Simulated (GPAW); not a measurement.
Crystal: NaI.

```
I Na
1.0
     0.00000    3.23640    3.23640
     3.23640    0.00000    3.23640
     3.23640    3.23640    0.00000
I Na
1 1
Cartesian
  3.2364 3.2364 3.2364
  0.0000 0.0000 0.0000
```

Base run:

```yaml
Program: GPAW 26.7.0
Functional: PBEsol
Potentials_or_basis: PAW data sets generated in the run's folder for this functional
Cutoff: 800 eV
Basis: pw
k_mesh: 7 × 7 × 7
Occupations: fermi-dirac, width 0.05 eV
Spin: no spin polarisation
```

Its results: band gap on the k mesh 3.52 eV, direct; pressure -0.5 GPa.

Q: The run is repeated on the same cell with these changes: spin from no spin polarisation to spin-orbit coupling, no magnetisation. What comes out?

A: Band gap on the k mesh 3.13 eV, direct; pressure -0.5 GPa.

Spin-orbit coupling splits the band edges, which narrows the gap.

Caveats: spin-orbit coupling is left out, which moves the levels of the heavy elements (some runs); spin-orbit coupling was added after a scalar SCF, so levels and gaps hold it while energy, forces, pressure and moments don't (some runs); this program's spin-orbit splittings come out too wide for heavy elements (some runs).
